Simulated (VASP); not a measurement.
# Si2W (I4/mmm) in VASP: further runs, part 3 of 3

VASP 6.6.1. Earlier steps stand in the parts before.

## 6. Relaxation of cell and atoms, LDA

This run uses another cell than the first one, of 13.19 Å³/atom, 0.964 times its volume.

Input file INCAR:

```
SYSTEM = Si2W
  PREC = Accurate
  ENCUT = 600
  EDIFF = 1E-7
  ISMEAR = 1
  SIGMA = 0.1
  LREAL = .FALSE.
  LASPH = .TRUE.
  NELM = 80
  ALGO = Normal
  ISIF = 3
  LWAVE = .FALSE.
  LCHARG = .FALSE.
  IBRION = 2
  NSW = 90
  EDIFFG = -0.005
```

Input file KPOINTS:

```
regular mesh
0
G
  16 16 16
  0 0 0
```

Input file POSCAR:

```
Si2W                                    
1.0
   -1.5945559805      1.5945559805      3.8904351220
    1.5945559805     -1.5945559805      3.8904351220
    1.5945559805      1.5945559805     -3.8904351220
  Si              W             
     2     1
Direct
     0.3346041389480286    0.3346041389480286    0.0000000000000000
     0.6653958610519713    0.6653958610519713    1.0000000000000000
     0.0000000000000000    0.0000000000000000    0.0000000000000000
```

Potentials or basis: VASP PAW LDA potentials, release 64 (Si, W_sv).

On the command line:

```console
> cat potpaw_LDA.64/Si/POTCAR potpaw_LDA.64/W_sv/POTCAR > POTCAR
> mpirun -np 1 vasp_std > vasp.out
```

OUTCAR:

```text
SYSTEM = Si2W
   PREC = Accurate
   ENCUT = 600
   EDIFF = 1E-7
   ISMEAR = 1
   LREAL = .FALSE.
   LASPH = .TRUE.
   NELM = 80
   ISIF = 3
   IBRION = 2
   NSW = 90
   EDIFFG = -0.005

 ion  position               nearest neighbor table
   1  0.335  0.335  0.000-   2 2.57   3 2.60   3 2.60   3 2.60   3 2.60   3 2.60   2 2.61   2 2.61
                             2 2.61   2 2.61
   2  0.665  0.665  0.000-   1 2.57   3 2.60   3 2.60   3 2.60   3 2.60   3 2.60   1 2.61   1 2.61
                             1 2.61   1 2.61
   3  0.000  0.000  0.000-   2 2.60   2 2.60   2 2.60   1 2.60   2 2.60   1 2.60   1 2.60   1 2.60
                             1 2.60   2 2.60

  LATTYP: Found a body centered tetragonal cell.
 ALAT       =     3.1891119610
 C/A-ratio  =     2.4398234804

  Lattice vectors:

 A1 = (  -1.5945559805,   1.5945559805,   3.8904351220)
 A2 = (   1.5945559805,  -1.5945559805,   3.8904351220)
 A3 = (   1.5945559805,   1.5945559805,  -3.8904351220)

Analysis of symmetry for initial positions (statically):
=====================================================================
 Subroutine PRICEL returns:
 Original cell was already a primitive cell.

 Routine SETGRP: Setting up the symmetry group for a
 body centered tetragonal supercell.

 Subroutine GETGRP returns: Found 16 space group operations
 (whereof 16 operations were pure point group operations)
 out of a pool of 16 trial point group operations.

The static configuration has the point symmetry D_4h.

Analysis of symmetry for dynamics (positions and initial velocities):
=====================================================================
 Subroutine PRICEL returns:
 Original cell was already a primitive cell.

 Routine SETGRP: Setting up the symmetry group for a
 body centered tetragonal supercell.

 Subroutine GETGRP returns: Found 16 space group operations
 (whereof 16 operations were pure point group operations)
 out of a pool of 16 trial point group operations.

The dynamic configuration has the point symmetry D_4h.

 Subroutine INISYM returns: Found 16 space group operations
 (whereof 16 operations are pure point group operations),
 and found     1 'primitive' translations

----------------------------------------------------------------------------------------

                                     Primitive cell

  volume of cell :      39.5674

  direct lattice vectors                    reciprocal lattice vectors
    -1.594555981  1.594555981  3.890435122     0.000000000  0.313566915  0.128520329
     1.594555981 -1.594555981  3.890435122     0.313566915  0.000000000  0.128520329
     1.594555981  1.594555981 -3.890435122     0.313566915  0.313566915  0.000000000

  length of vectors
     4.496743598  4.496743598  4.496743598     0.338882996  0.338882996  0.443450584

  position of ions in fractional coordinates (direct lattice)
     0.334604139  0.334604139  0.000000000
     0.665395861  0.665395861  0.000000000
     0.000000000  0.000000000  0.000000000

  ion indices of the primitive-cell ions
   primitive index   ion index
                 1           1
                 2           2
                 3           3

----------------------------------------------------------------------------------------

 KPOINTS: regular mesh

Automatic generation of k-mesh.
 Grid dimensions read from file:
 generate k-points for:   16   16   16

 Generating k-lattice:
[... 51 lines left out ...]
   NGXF,Y,Z  is equivalent  to a cutoff of  26.62, 26.62, 26.62 a.u.
 SYSTEM =  Si2W
   PREC   = accura    normal or accurate (medium, high low for compatibility)
   ISTART =      0    job   : 0-new  1-cont  2-samecut
   ICHARG =      2    charge: 1-file 2-atom 10-const
   ISPIN  =      1    spin polarized calculation?
   LNONCOLLINEAR =      F non collinear calculations
   LSORBIT =      F    spin-orbit coupling
   LASPH  =      T    aspherical Exc in radial PAW
   ENCUT  =  600.0 eV  44.10 Ry    6.64 a.u.   8.98  8.98  8.98*2*pi/ulx,y,z
   NELM   =     80;   NELMIN=  2; NELMDL= -5     # of ELM steps
   EDIFF  = 0.1E-06   stopping-criterion for ELM
   LREAL  =      F    real-space projection
   EDIFFG = -.5E-02   stopping-criterion for IOM
   NSW    =     90    number of steps for IOM
   IBRION =      2    ionic relax: 0-MD 1-quasi-New 2-CG
   NFREE  =      1    steps in history (QN), initial steepest desc. (CG)
   ISIF   =      3    stress and relaxation
   ISYM   =      2    0-nonsym 1-usesym 2-fastsym
   POTIM  = 0.5000    time-step for ionic-motion
   TEBEG  =    0.0;   TEEND  =   0.0 temperature during run
   PSTRESS=    0.0 pullay stress
   NELECT =      22.0000    total number of electrons
   NUPDOWN=      -1.0000    fix difference up-down
   EMIN   =  10.00;   EMAX   =-10.00  energy-range for DOS
   EFERMI =   0.00;   METHOD = LEGACY
   ISMEAR =     1;   SIGMA  =   0.10  broadening in eV -4-tet -1-fermi 0-gaus
   EFERMI_NEDOS =   21; number of points for ismear=-14 and -15
   IALGO  =     38    algorithm
   IMIX   =      4    mixing-type and parameters
     AMIX     =   0.40;   BMIX     =  1.00
     AMIX_MAG =   1.60;   BMIX_MAG =  1.00
  volume/ion in A,a.u.               =      13.19        89.00
  Fermi-wavevector in a.u.,A,eV,Ry     =   1.346180  2.543911 24.656488  1.812201
  Thomas-Fermi vector in A             =   2.474033
   LORBIT       =      0    0 simple, 1 ext, 2 COOP (PROOUT), +10 PAW based schemes
   GGA     = CA    functional components
   LHFCALC =     F    Hartree Fock is set to
   AEXX    =    0.0000 exact exchange contribution
   IVDW    =     0    specifies the selected vdW correction
   LEPSILON=     F    determine dielectric tensor
   LRPA    =     F    only Hartree local field effects (RPA)
 conjugate gradient relaxation of ions
 non-spin polarized calculation
 Methfessel and Paxton  Order N= 1 SIGMA  =   0.10
  energy-cutoff  :      600.00
  volume of cell :       39.57
 maximum number of plane-waves:      1340
   NGX = 17   NGY = 17   NGZ = 17

 number of electron      21.9999999 magnetization

 Free energy of the ion-electron system (eV)
  ---------------------------------------------------
  ext. energy  EPLUGINS =         0.00000000
  ---------------------------------------------------
  free energy    TOTEN  =       -27.35664572 eV

  energy without entropy =      -27.35662628  energy(sigma->0) =      -27.35663924

 E-fermi :  12.1874     XC(G=0): -12.7498

 val. band max:       12.1840172028   @ k =  -0.3750   0.4375   0.3750
 cond. band min:      12.1897170798   @ k =   0.0625   0.0625   0.0000
 fundamental gap:      0.0056998770
 Fermi energy:        12.1874132825

 k-point     1 :       0.0000    0.0000    0.0000
  band No.  band energies     occupation
      1     -61.1569      2.00000
      2     -25.7030      2.00000
      3     -25.6646      2.00000
      4     -25.6646      2.00000
      5      -1.9723      2.00000
      6       5.2449      2.00000
      7       8.5165      2.00000
      8       8.7502      2.00000
      9       9.3155      2.00000
     10       9.3155      2.00000
     11      12.8223     -0.00000
     12      15.0856      0.00000
     13      15.1429      0.00000
     14      15.3843      0.00000
[... 401 lines left out ...]
      2     -25.7012      2.00000
      3     -25.6737      2.00000
      4     -25.6725      2.00000
      5      -1.8427      2.00000
      6       5.3639      2.00000
      7       8.0492      2.00000
      8       8.7852      2.00000
      9       8.9832      2.00000
     10       9.8083      2.00000
     11      12.1823      1.08581
     12      14.8879      0.00000
     13      15.4788      0.00000
     14      15.5068      0.00000
     15      15.5366      0.00000

 [... further k-points ...]

------------------------ aborting loop because EDIFF is reached ----------------------------------------

  FORCE on cell =-STRESS in cart. coord.  units (eV):
  Direction    XX          YY          ZZ          XY          YZ          ZX
  --------------------------------------------------------------------------------------
  -------------------------------------------------------------------------------------
  Total       -0.0101219     -0.0101219     -0.0080387      0.0000000      0.0000000      0.0000000
  in kB       -0.4098574     -0.4098574     -0.3255045      0.0000000      0.0000000      0.0000000
  external PRESSURE =      -0.3817398 kB  Pullay stress =       0.0000000 kB

 VOLUME and BASIS-vectors are now :
 -----------------------------------------------------------------------------
  energy-cutoff  :      600.00
  volume of cell :       39.57
      direct lattice vectors                 reciprocal lattice vectors
    -1.594555981  1.594555981  3.890435122     0.000000000  0.313566915  0.128520329
     1.594555981 -1.594555981  3.890435122     0.313566915  0.000000000  0.128520329
     1.594555981  1.594555981 -3.890435122     0.313566915  0.313566915  0.000000000

 POSITION                                       TOTAL-FORCE (eV/Angst)
 -----------------------------------------------------------------------------------
      0.00000      0.00000      2.60351         0.000000      0.000000     -0.000666
      0.00000      0.00000      5.17736         0.000000      0.000000      0.000666
      0.00000      0.00000      0.00000        -0.000000     -0.000000     -0.000000
 -----------------------------------------------------------------------------------
    total drift:                                0.000000     -0.000000     -0.000000

  FREE ENERGIE OF THE ION-ELECTRON SYSTEM (eV)
  ---------------------------------------------------
  free  energy   TOTEN  =       -27.3566457238 eV

  energy  without entropy=      -27.3566262837  energy(sigma->0) =      -27.35663924

 reached required accuracy - stopping structural energy minimisation
```

OSZICAR:

```text
N       E                     dE             d eps       ncg     rms          rms(c)
DAV:   1     0.135875482601E+03    0.13588E+03   -0.12187E+04 10470   0.164E+03
DAV:   2    -0.235114752716E+02   -0.15939E+03   -0.15735E+03 11926   0.386E+02
DAV:   3    -0.281757346128E+02   -0.46643E+01   -0.45649E+01 14173   0.552E+01
DAV:   4    -0.282095279870E+02   -0.33793E-01   -0.33782E-01 11646   0.558E+00
DAV:   5    -0.282099674988E+02   -0.43951E-03   -0.43950E-03 14243   0.636E-01    0.266E+01
DAV:   6    -0.274770004078E+02    0.73297E+00   -0.39566E+00 12612   0.150E+01    0.942E+00
DAV:   7    -0.273812816934E+02    0.95719E-01   -0.26928E-01 11779   0.319E+00    0.460E+00
DAV:   8    -0.273573499141E+02    0.23932E-01   -0.45843E-02 13648   0.179E+00    0.272E-01
DAV:   9    -0.273567992277E+02    0.55069E-03   -0.11895E-03 12430   0.293E-01    0.157E-01
DAV:  10    -0.273566509324E+02    0.14830E-03   -0.30202E-04 13039   0.181E-01    0.361E-02
DAV:  11    -0.273566459679E+02    0.49644E-05   -0.32227E-05 13410   0.472E-02    0.166E-02
DAV:  12    -0.273566458731E+02    0.94808E-07   -0.14236E-06 12678   0.837E-03    0.413E-03
DAV:  13    -0.273566457240E+02    0.14912E-06   -0.46900E-07 12486   0.681E-03    0.695E-04
DAV:  14    -0.273566457238E+02    0.16917E-09   -0.12247E-08  6334   0.119E-03
   1 F= -.27356646E+02 E0= -.27356639E+02  d E =-.273566E+02
```

Wall time 2.8 min (1 thread of Intel Xeon Platinum 8488C (Sapphire Rapids), shared host); peak memory 0.37 GiB.

Results:

* Free energy: -27.3566 eV
* Pressure after relaxing: 0.0 GPa
* Band gap on the k mesh: none (metal or under the smearing width)

Final structure:
```
Si W
1.0
    -1.59456    1.59456    3.89044
     1.59456   -1.59456    3.89044
     1.59456    1.59456   -3.89044
Si W
2 1
Direct
  0.33460 0.33460 0.00000
  0.66540 0.66540 0.00000
  0.00000 0.00000 0.00000
```

Caveat: the relaxation stopped at its first step, so nothing moved.

## 7. The runs side by side

```tsv
level	potentials or basis	gap on the mesh (eV)	pressure (GPa)	relaxed volume (Å³/atom)
PBE	VASP PAW PBE potentials, release 64 (Si, W_sv)	none	0.0	13.68
PBEsol	VASP PAW PBE potentials, release 64 (Si, W_sv)	none	0.0	13.38
LDA	VASP PAW LDA potentials, release 64 (Si, W_sv)	none	0.0	-
```

Alike in all rows: task relaxation of cell and atoms; no spin polarisation; cell relaxed; k mesh 16 × 16 × 16; cutoff (eV) 600; smearing methfessel-paxton 0.1 eV.

Caveats: the PAW data sets were made with another functional, which shifts forces and pressure a little (some runs); the relaxation stopped at its first step, so nothing moved (some runs).

Total energies depend on the potentials used, so only differences within one code and one set of settings carry meaning.
